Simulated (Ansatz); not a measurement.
Runs of Ansatz 0.2.0 on C. Symmetry: Fd-3m, No. 227, cubic system. Conventional cell: a = 3.567 Å, b = 3.567 Å, c = 3.567 Å, α = 90.00°, β = 90.00°, γ = 90.00°. C (site symmetry -43m) has 4 C at 1.54 Å as nearest neighbours. This isn't the form of C at room conditions, which is graphite.

```csv
task,level,potentials or basis,cell,k mesh,cutoff (eV),smearing,basis error allowed,mesh quality,gap on the mesh (eV),pressure (GPa),relaxed volume (Å³/atom)
single point,PBEsol,"all-electron LAPW, scalar-relativistic",as given,13 × 13 × 13,449,gaussian 0.05 eV,0.001 eV/atom,not flagged,4.02,-4.8,-
single point,r2SCAN+rVV10,all-electron PAW datasets made for the crystal,as given,13 × 13 × 13,540,fermi-dirac 0.1 eV,-,not flagged,4.33,-3.5,-
relaxation of cell and atoms,BLYP,"all-electron LAPW, scalar-relativistic",relaxed,13 × 13 × 13,-,fermi-dirac 0.05 eV,0.001 eV/atom,not flagged,(a),0.0,5.82
relaxation of cell and atoms,PBEsol,"all-electron LAPW, scalar-relativistic",relaxed,13 × 13 × 13,-,fermi-dirac 0.05 eV,0.001 eV/atom,not flagged,4.04,0.0,5.61
relaxation of cell and atoms,RPBE+D3(BJ),"all-electron LAPW, scalar-relativistic",relaxed,13 × 13 × 13,-,fermi-dirac 0.05 eV,0.001 eV/atom,not flagged,4.20,0.0,5.53
single point,PBE,"all-electron LAPW, scalar-relativistic",as given,6 × 6 × 6,389,fermi-dirac 0.04 eV,0.003 eV/atom,coarse,4.16,1.8,-
phonons,LDA,"all-electron LAPW, scalar-relativistic",as given,10 × 10 × 10,479,fermi-dirac 0.05 eV,0.001 eV/atom,not flagged,4.14,-,-
single point,PBE,"all-electron LAPW, scalar-relativistic",as given,13 × 13 × 13,449,gaussian 0.018 eV,0.001 eV/atom,not flagged,(b),1.8,-
```

Alike in all rows: no spin polarisation.

Problem. Estimate the missing entries.

Solution. (a) 4.40; (b) 4.15.

Caveats: some runs use coarse meshes; an odd mesh through Γ misses points on the zone boundary, where band edges often lie (some runs).

Not every run made on this cell is shown here.
